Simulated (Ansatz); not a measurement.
Input and output of a single-point calculation on CdS built on the zincblende prototype (Ansatz, r2SCAN). The cell was relaxed with r2SCAN and then strained (epitaxial -3.0 % in the xy plane, free normal strain +4.24 %), with the atoms relaxed again with r2SCAN; k points keep the names of the unstrained zone.

Input (YAML):
```yaml
crystal:
  lattice:
    - [0.0, 2.8510383914, 3.0637896351]
    - [2.8510383914, 0.0, 3.0637896351]
    - [2.8510383914, 2.8510383914, 0.0]
  atoms:
    - { symbol: Cd, position: [0.0, 0.0, 0.0] }
    - { symbol: S, position: [0.25, 0.25, 0.25] }
kpoints:
  mp_grid: { grid: [8, 8, 8] }
  band_path:
    path:
      - [0.0, 0.0, 0.0]
      - [-0.5, -0.5, 0.0]
      - [-0.375, -0.375, 0.25]
      - [-0.375, 0.0, 0.375]
      - [0.0, 0.0, 0.5]
      - [-0.5, -0.25, 0.25]
    npoints: 1
hamiltonian:
  xc: r2scan
scf:
  occupations: { method: fixed }
  n_extra_bands: 4
output:
  forces: true
  stress: true
  eigenvalues: true
```

Run as `ansatz run input.yaml --threads 2 --pin off --max-ram 2211MiB --backend cpu --events-out ev --progress --plain --runs-dir out`. Wall time 7.5 s on 2 threads of Intel(R) Xeon(R) Platinum 8259CL CPU @ 2.50GHz (Skylake/Cascade Lake), on a shared host; peak host memory 0.57 GiB.

Question: What will the output look like, and what does it show?

Answer: The output, standing remarks left out:
```
scf.n_extra_bands = 4 over 13 filled bands (N_el = 26.0): the run solves 17 bands
Functional definition: r2SCAN
Crystal: 2 atoms, lattice volume = 49.808 Å³
Basis set: ecut = 500 eV, 1307 PW (Γ)
Symmetry: 8 space group operations
Space group: I-4m2 (ITA 119)
k-points: 59 of 512 (time reversal used)
NSCF: frozen V_eff on 6 k-points
SCF converged after 6 iterations
Free energy (F): -9175.596213 eV
Fermi energy:    6.662871 eV
--- Stress (GPa, compression-positive) ---
        1.551043       0.000000       0.000000
        0.000000       1.551043       0.000000
        0.000000       0.000000       0.042654
  P = ⅓ Tr σ = 1.0482 GPa (10.482 kbar)
--- Band table (eV; the first three rows and the last of 59) ---
  k-point 0: bands = […, -1.3737, -0.9113, -0.8867, 6.4102, 6.6629, 6.6629, 8.1583, 13.6756, 13.6846, 13.6846]
  k-point 1: bands = […, -1.3255, -0.9083, -0.8904, 5.5936, 6.3742, 6.5534, 8.9592, 13.3284, 13.8834, 13.9133]
  k-point 2: bands = […, -1.1349, -0.8934, -0.8899, 4.1083, 6.0678, 6.3062, 9.7975, 13.2010, 14.1325, 14.3174]
  k-point 58: bands = […, -1.0322, -0.8203, -0.5488, 2.3524, 4.8914, 4.8914, 10.6591, 11.7629, 15.8052, 18.2359]
```
Only the leading digits can be foreseen; the rest is this run's record.

The rows of the band table are 0: (0, 0, 0) = Γ, 1: (0, 0, 1/8), 2: (0, 0, 1/4), 58: (-1/2, -1/2, 0) = X.

Levels at the listed points, from bands.tsv (eV from the Fermi energy, bands near the gap, counted from 0):
```tsv
# k_distance	band_8	band_9	band_10	band_11	band_12	band_13	band_14	band_15	band_16
# fermi_ev = 6.662871
# [0, 0, 0] at k_distance = 0.000000
# [-0.5, -0.5, 0] at k_distance = 1.025394
# [-0.375, -0.375, 0.25] at k_distance = 1.414979
# [-0.375, 0, 0.375] at k_distance = 2.082178
# [0, 0, 0.5] at k_distance = 2.749378
# [-0.5, -0.25, 0.25] at k_distance = 3.501980
# levels_relative_to = fermi_ev
0.000	-7.574	-7.550	-0.253	0.000	0.000	1.495	7.013	7.022	7.022
1.025	-7.483	-7.212	-4.310	-1.771	-1.771	3.996	5.100	9.142	11.573
1.415	-7.526	-7.034	-4.152	-2.642	-1.421	4.841	6.000	8.541	9.651
2.082	-7.515	-6.958	-3.905	-2.618	-1.702	4.387	5.675	8.829	9.366
2.749	-7.513	-7.179	-4.483	-0.987	-0.676	3.343	7.171	7.700	7.833
3.502	-7.545	-6.948	-4.014	-2.359	-2.254	5.758	5.915	8.042	8.491
```
In order the rows are Γ, X, U, K, L, W.

The r2SCAN gap is direct at Γ: 1.50 eV. The gap is the least over the mesh and the extra points. With the atoms held, the mean pressure is +1.05 GPa (compression positive).

The values are computed, spin-unpolarised, and not measurements.

The runs are scalar-relativistic, without spin-orbit coupling.
